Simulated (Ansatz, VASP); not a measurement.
Given: the input of a run of Ansatz 0.2.0 on ZnS (Wurtzite-6H). 

The input input.yaml:

```yaml
crystal:
  lattice:
    - [3.812, 0.0, 0.0]
    - [-1.906, 3.3012888392, 0.0]
    - [0.0, 0.0, 18.68999]
  atoms:
    - { symbol: Zn, position: [0.3333333333, 0.6666666667, 0.83333] }
    - { symbol: Zn, position: [0.6666666667, 0.3333333333, 0.33333] }
    - { symbol: Zn, position: [0.6666666667, 0.3333333333, 0.66667] }
    - { symbol: Zn, position: [0.3333333333, 0.6666666667, 0.16667] }
    - { symbol: Zn, position: [0.0, 0.0, 0.5] }
    - { symbol: Zn, position: [0.0, 0.0, 0.0] }
    - { symbol: S, position: [0.3333333333, 0.6666666667, 0.95833] }
    - { symbol: S, position: [0.6666666667, 0.3333333333, 0.45833] }
    - { symbol: S, position: [0.6666666667, 0.3333333333, 0.79167] }
    - { symbol: S, position: [0.3333333333, 0.6666666667, 0.29167] }
    - { symbol: S, position: [0.0, 0.0, 0.625] }
    - { symbol: S, position: [0.0, 0.0, 0.125] }
hamiltonian:
  xc: rpbe
  pseudopotentials: { kind: paw }
  dispersion: d3bj
kpoints:
  mp_grid: { grid: [8, 8, 2] }
scf:
  occupations: { method: fermi_dirac, width: 0.05 }
output:
  forces: true
  stress: true
relax:
  f_tol: 0.01
  max_steps: 40
  cell: { stress_tol: 0.05 }
```

Potentials or basis: Ansatz PAW.

Launch:

```bash
$ ansatz run input.yaml --threads 4 --pin off --max-ram 11264MiB --backend cpu --events-out ev --progress --plain --runs-dir out
```

Problem. What does the same run look like in VASP 6.6.1? Potentials or basis there: PBE PAW files S, Zn, 600 eV.

Solution. As run (cutoffs and basis follow the program's own potentials, and thresholds, step limits or extra output files can differ):

The input INCAR:

```
SYSTEM = ZnS
PREC = Accurate
ENCUT = 600
EDIFF = 1E-6
ISMEAR = -1
SIGMA = 0.05
LREAL = .False.
LASPH = .True.
NELM = 60
ALGO = Fast
ISIF = 3
LWAVE = .False.
LCHARG = .False.
GGA = RP
IVDW = 12
IBRION = 2
NSW = 60
EDIFFG = -0.01
```

KPOINTS

```
regular mesh
0
Gamma
  8 8 2
  0 0 0
```

File POSCAR:

```
ZnS
1.0
    3.8120000000      0.0000000000      0.0000000000
   -1.9060000000      3.3012888392      0.0000000000
    0.0000000000      0.0000000000     18.6899900000
Zn S
6 6
Direct
    0.3333333333      0.6666666667      0.8333300000
    0.6666666667      0.3333333333      0.3333300000
    0.6666666667      0.3333333333      0.6666700000
    0.3333333333      0.6666666667      0.1666700000
    0.0000000000      0.0000000000      0.5000000000
    0.0000000000      0.0000000000      0.0000000000
    0.3333333333      0.6666666667      0.9583300000
    0.6666666667      0.3333333333      0.4583300000
    0.6666666667      0.3333333333      0.7916700000
    0.3333333333      0.6666666667      0.2916700000
    0.0000000000      0.0000000000      0.6250000000
    0.0000000000      0.0000000000      0.1250000000
```

Potentials or basis: VASP PAW PBE potentials, release 64 (Zn, S).

Launch:

```sh
$ cat potpaw_PBE.64/Zn/POTCAR potpaw_PBE.64/S/POTCAR > POTCAR
$ mpirun -np 1 vasp_std > vasp.out
```

Both were run:

|  | Ansatz | VASP |
| --- | --- | --- |
| Relaxed volume | 18.13 Å³/atom | 18.16 Å³/atom |
| Relaxed cell | a = 3.715 Å, b = 3.715 Å, c = 18.207 Å, α = 90.00°, β = 90.00°, γ = 120.00° | a = 3.717 Å, b = 3.717 Å, c = 18.217 Å, α = 90.00°, β = 90.00°, γ = 120.00° |
| Space group after relaxing | P6_3mc (No. 186) | P6_3mc (No. 186) |
| Pressure after relaxing | 0.0 GPa | 0.0 GPa |

Ansatz's pressure holds a Pulay term of +0.10 GPa for its cutoff of 420 eV, which the other run lacks.

Ansatz's potentials were made for PBE. VASP's potentials were made for PBE.

Where Ansatz's input types no cutoff or centring, it takes its own default and a Γ-centred mesh.

Pressure is positive in compression.
